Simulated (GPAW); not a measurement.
TiSe:

```
CELL_PARAMETERS angstrom
3.20359 0.00000 0.00000
0.00000 3.20359 0.00000
0.00000 0.00000 3.20359
ATOMIC_POSITIONS crystal
Ti 0.00000 0.00000 0.00000
Se 0.50000 0.50000 0.50000
```

The cell was built by a generator and needn't be a form met in nature.

* Program: GPAW 26.7.0
* Task: relaxation of cell and atoms
* Functional: BLYP
* Potentials or basis: PAW data sets generated in the run's folder for this functional
* Cutoff: 600 eV
* Basis: pw
* k mesh: 7 × 7 × 7
* Occupations: fermi-dirac, width 0.05 eV
* Spin: no spin polarisation

At the start: pressure 7.2 GPa; volume 16.44 Å³/atom.

Q: Where does the relaxation end?

A: Over 4 steps the energy falls by 25.5 meV/atom and the volume is 17.50 Å³/atom (+6.4 %); space group Pm-3m (No. 221, to 0.05 Å).

The path:
| step | energy change (eV) | largest force (eV/Å) | pressure (GPa) | volume (Å³) |
| --- | --- | --- | --- | --- |
| 1 | 0.0000 | 0.0000 | 7.16 | 32.88 |
| 2 | -0.0215 | 0.0000 | 5.18 | 33.40 |
| 3 | -0.0505 | 0.0000 | 0.34 | 34.89 |
| 4 | -0.0510 | 0.0000 | 0.02 | 35.00 |

Final structure:
```yaml
crystal:
  lattice:
    - [3.27098, 0.00000, 0.00000]
    - [0.00000, 3.27098, 0.00000]
    - [0.00000, 0.00000, 3.27098]
  atoms:
    - { symbol: Ti, position: [0.00000, 0.00000, 0.00000] }
    - { symbol: Se, position: [0.50000, 0.50000, 0.50000] }
```

Caveat: later steps reuse the first step's grids.
